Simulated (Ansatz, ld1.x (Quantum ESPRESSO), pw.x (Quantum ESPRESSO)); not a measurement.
# osmium (Os): does the TM potential hold in the solid?

```json
{"Element": "Os", "Generator": "ld1.x (Quantum ESPRESSO) 7.5", "Type": "norm-conserving Troullier–Martins (Kleinman–Bylander form)", "Functional": "PBE", "Relativity": "scalar-relativistic", "Frozen core": "[Xe] 4f14", "Valence charge": "8", "Reference configuration": "5d6 6s2 6p0", "Partial waves": "6p (bound, empty): rc 3.02 bohr; 5d (bound): rc 1.82 bohr; 6s (bound): rc 1.78 bohr", "Local potential": "the s channel", "Core correction": "none"}
```

Crystal test: fcc Os in pw.x 7.5, no spin, 15³ k-points, Fermi–Dirac smearing 0.01 Ry, cutoffs 120/480 Ry. The reference is all-electron LAPW (Ansatz 0.2.0) with the same functional, mesh and smearing; V0 and B0 come from Birch–Murnaghan fits to the pressures at five volumes. Errors are pseudo minus all-electron; Δ is the rms difference of the E(V) curves that follow from these fits, minima aligned, over ±6 % about the mean V0. Mesh and smearing are coarse, so the numbers serve the comparison and aren't converged zero-temperature values; the lattice is a test structure that the element need not adopt.

All-electron: a0 = 3.856 Å (V0 = 14.34 Å³/atom), B0 = 387.2 GPa.

Problem. How far does the potential miss the all-electron equation of state?

Solution. mean pressure error (GPa): +8.39; a0 (Å): 3.883; a0 error (%): +0.70; B0 error (%): -2.5; Δ (meV/atom): 25.4. The largest radius (3.02 bohr) exceeds half the bond length (2.58 bohr), so the spheres overlap, which is one possible source of error among others. This is a poor potential for the solid. The logarithmic derivative shows an extra or strongly shifted pseudo pole above the reference energy (s near 1.12 Ry).

```tsv
V (Å³/atom)	P all-electron (GPa)	P pseudo (GPa)
13.607	22.98	32.94
13.965	10.88	19.98
14.323	0.41	8.72
14.681	-8.65	-1.04
15.039	-16.48	-9.50
```

Problem. At the middle volume, how do free energy and pressure move when the wave cutoff is lowered (ecutrho kept at four times it)?

Solution.

```
cutoff (Ry)  shift of F (meV/atom)  shift of P (GPa)
         54                  +39.6             -0.10
         72                  +10.9             -0.25
         96                   +5.9             -0.15
```

The run at the middle volume (120 k-points, 7 iterations) took about 20 s on one core of a shared host (Intel(R) Xeon(R) Platinum 8488C, 96 threads, 744 GiB, load 25).
